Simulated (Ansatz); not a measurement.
Crystal: Ta.

```
CELL_PARAMETERS angstrom
-1.65128 1.65128 1.65128
1.65128 -1.65128 1.65128
1.65128 1.65128 -1.65128
ATOMIC_POSITIONS crystal
Ta 0.00000 0.00000 0.00000
```

- Program: Ansatz 0.2.0
- Task: relaxation of cell and atoms
- Functional: RPBE
- Dispersion: D3(BJ)
- Potentials or basis: Ansatz PAW
- Cutoff: 420 eV (not typed: the program's choice for these potentials)
- k mesh: 11 × 11 × 11
- Occupations: fermi-dirac, width 0.05 eV
- Spin: no spin polarisation

At the start: volume 18.01 Å³/atom.

Question: How do energy, volume and symmetry change on relaxing?

Answer: It ends after 7 steps and the volume is 15.15 Å³/atom (-15.9 %); space group Im-3m (No. 229, to 0.05 Å).

Step by step:
```tsv
step	energy change (eV)	largest force (eV/Å)	volume (Å³)
1	0.0000	0.0000	18.01
2	-0.3847	0.0000	15.50
3	-0.3918	0.0000	15.06
4	-0.3923	0.0000	15.15
5	-0.3915	0.0000	15.15
6	-0.3915	0.0000	15.15
7	-0.3915	0.0000	15.15
```

Final structure:
```yaml
crystal:
  lattice:
    - [-1.55874, 1.55874, 1.55874]
    - [1.55874, -1.55874, 1.55874]
    - [1.55874, 1.55874, -1.55874]
  atoms:
    - { symbol: Ta, position: [0.00000, 0.00000, 0.00000] }
```

Caveat: the volume moved by over 15 % at a fixed basis, so the end points are rough; the plane-wave basis is chosen anew once the cell has moved, so the energies of steps on either side of that aren't comparable; the volume moved by -16 % from the deposited cell, more than functionals usually miss; pairwise dispersion overbinds metals, which lowers pressure and volume; the PAW data sets come from PBE, with cores solved anew for the run's functional, which leaves a small shift of forces and pressure.
